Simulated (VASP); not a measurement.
**CaO in VASP 6.6.1, single-point calculation**

INCAR

```
IBRION = -1
NSW = 0
ISIF = 2
SIGMA = 0.01
PREC = Normal
EDIFF = 1E-7
ALGO = Normal
LCHARG = .FALSE.
NBANDS = 15
ENCUT = 600
NELM = 120
LWAVE = .FALSE.
LREAL = .FALSE.
LASPH = .TRUE.
ISMEAR = 0
METAGGA = R2SCAN
```

KPOINTS

```
KPOINTS created by Atomic Simulation Environment
0
Gamma
8 8 8
0 0 0
```

POSCAR

```
Ca O
 1.0000000000000000
    -0.0000000000000000    2.6067317364962017    2.6067317364962017
     2.6067317364962017    0.0000000000000000    2.6067317364962017
     2.6067317364962017    2.6067317364962017    0.0000000000000000
 Ca  O
   1   1
Cartesian
  0.0000000000000000 -0.0000000000000000 -0.0000000000000000
  1.3033658682481006  1.3033658682481006  1.3033658682481006
```

The recommended PBE PAW datasets give the neutral cell 16 valence electrons.

Command

```
mpirun -np 1 vasp_std
```

OSZICAR

```
N       E                     dE             d eps       ncg     rms          rms(c)
DAV:   1     0.134052235015E+03    0.13405E+03   -0.90758E+03   870   0.121E+03
DAV:   2    -0.184723703766E+02   -0.15252E+03   -0.14106E+03  1108   0.306E+02
DAV:   3    -0.256218501737E+02   -0.71495E+01   -0.70896E+01  1038   0.690E+01
DAV:   4    -0.258560405041E+02   -0.23419E+00   -0.23396E+00  1305   0.110E+01
DAV:   5    -0.258571270579E+02   -0.10866E-02   -0.10864E-02  1031   0.846E-01    0.873E+00
DAV:   6    -0.187213012601E+02    0.71358E+01   -0.49248E+00  1192   0.256E+01    0.281E+00
DAV:   7    -0.189231106436E+02   -0.20181E+00   -0.82607E-01   898   0.629E+00    0.224E+00
DAV:   8    -0.189971454154E+02   -0.74035E-01   -0.36424E-01   989   0.636E+00    0.168E+00
DAV:   9    -0.189458986970E+02    0.51247E-01   -0.17623E-01  1010   0.404E+00    0.256E-01
DAV:  10    -0.189440855326E+02    0.18132E-02   -0.83116E-03   948   0.899E-01    0.867E-02
DAV:  11    -0.189447141205E+02   -0.62859E-03   -0.20991E-03   898   0.385E-01    0.111E-01
DAV:  12    -0.189444614706E+02    0.25265E-03   -0.93169E-04  1017   0.232E-01    0.218E-02
DAV:  13    -0.189444583989E+02    0.30717E-05   -0.32330E-05   962   0.648E-02    0.141E-02
DAV:  14    -0.189444569553E+02    0.14437E-05   -0.21095E-06  1102   0.135E-02    0.810E-03
DAV:  15    -0.189444560733E+02    0.88202E-06   -0.37724E-06   926   0.145E-02    0.113E-03
DAV:  16    -0.189444559797E+02    0.93570E-07   -0.11832E-07   734   0.344E-03
   1 F= -.18944456E+02 E0= -.18944456E+02  d E =-.235908E-78
```

From OUTCAR

```
k-points           NKPTS =     29   k-points in BZ     NKDIM =     29   number of bands    NBANDS=     15

   NELECT =      16.0000    total number of electrons

   dimension x,y,z NGX =    24 NGY =   24 NGZ =   24
   dimension x,y,z NGXF=    48 NGYF=   48 NGZF=   48

  energy-cutoff  :      600.00
  volume of cell :       35.43
      direct lattice vectors                 reciprocal lattice vectors
     0.000000000  2.606731736  2.606731736    -0.191811069  0.191811069  0.191811069
     2.606731736  0.000000000  2.606731736     0.191811069 -0.191811069  0.191811069
     2.606731736  2.606731736  0.000000000     0.191811069  0.191811069 -0.191811069

 k-points in reciprocal lattice and weights: KPOINTS created by Atomic Simulation Env
   0.00000000  0.00000000  0.00000000       0.002
   0.12500000  0.00000000  0.00000000       0.016
   0.25000000  0.00000000  0.00000000       0.016
   0.37500000  0.00000000  0.00000000       0.016
   0.50000000  0.00000000  0.00000000       0.008
   0.12500000  0.12500000  0.00000000       0.012
   0.25000000  0.12500000  0.00000000       0.047
   0.37500000  0.12500000  0.00000000       0.047
   ...

 E-fermi :   0.2758

 k-point     1 :       0.0000    0.0000    0.0000
  band No.  band energies     occupation
      1     -38.4133      2.00000
      2     -18.4732      2.00000
      3     -18.4732      2.00000
      4     -18.4731      2.00000
      5     -15.6086      2.00000
      6      -0.4805      2.00000
      7      -0.4805      2.00000
      8      -0.4805      2.00000
      9       3.8791      0.00000
     10       8.8005      0.00000
     11       8.8005      0.00000
     12      10.4321      0.00000
     13      10.4321      0.00000
     14      10.4321      0.00000
     15      17.5296      0.00000

 k-point     2 :       0.1250    0.0000    0.0000
  band No.  band energies     occupation
      1     -38.4066      2.00000
      2     -18.6137      2.00000
      3     -18.4813      2.00000
      4     -18.4812      2.00000
      5     -15.4716      2.00000
      6      -0.6423      2.00000
      7      -0.4368      2.00000
      8      -0.4368      2.00000
      9       4.4229      0.00000
     10       8.6145      0.00000
     11       8.6145      0.00000
     12      10.1878      0.00000
     13      10.5994      0.00000
     14      10.5994      0.00000
     15      15.7465      0.00000

 k-point     3 :       0.2500    0.0000    0.0000
  band No.  band energies     occupation
      1     -38.3904      2.00000
      2     -18.9076      2.00000
      3     -18.5008      2.00000
      4     -18.5008      2.00000
      5     -15.1923      2.00000
      6      -0.8479      2.00000
      7      -0.3383      2.00000
      8      -0.3383      2.00000
      9       5.5566      0.00000
     10       8.4291      0.00000
     11       8.4291      0.00000
     12       9.7099      0.00000
     13      10.6950      0.00000
     14      10.6950      0.00000
     15      13.7453      0.00000

 ...

  Total        0.1755748      0.1755748      0.1755748     -0.0000000     -0.0000000      0.0000000
  in kB        7.9406088      7.9406088      7.9406088     -0.0000000     -0.0000000      0.0000000
  external PRESSURE =       7.9406088 kB  Pullay stress =       0.0000000 kB

 POSITION                                       TOTAL-FORCE (eV/Angst)
 -----------------------------------------------------------------------------------
      0.00000      0.00000      0.00000         0.000000      0.000000      0.000000
      1.30337      1.30337      1.30337        -0.000000     -0.000000     -0.000000
 -----------------------------------------------------------------------------------
    total drift:                                0.000000      0.000000     -0.000000

  FREE ENERGIE OF THE ION-ELECTRON SYSTEM (eV)
  ---------------------------------------------------
  free  energy   TOTEN  =       -18.9444559797 eV

  energy  without entropy=      -18.9444559797  energy(sigma->0) =      -18.94445598
```

It converged. Results: gap between bands v and c on the k mesh 3.73 eV; least direct gap on the k mesh 4.36 eV; pressure 0.8 GPa. Band v is the last that the valence electrons fill when counted band by band, and c is the next.

For comparison, a separate r²SCAN run of the intended cell, on usual settings and not on those above, gives a gap of 3.73 eV on its mesh and a pressure of 0.9 GPa.

The run above took about 16 s on one core of a shared host (Intel Xeon 6975P-C) and held 0.15 GiB at most.
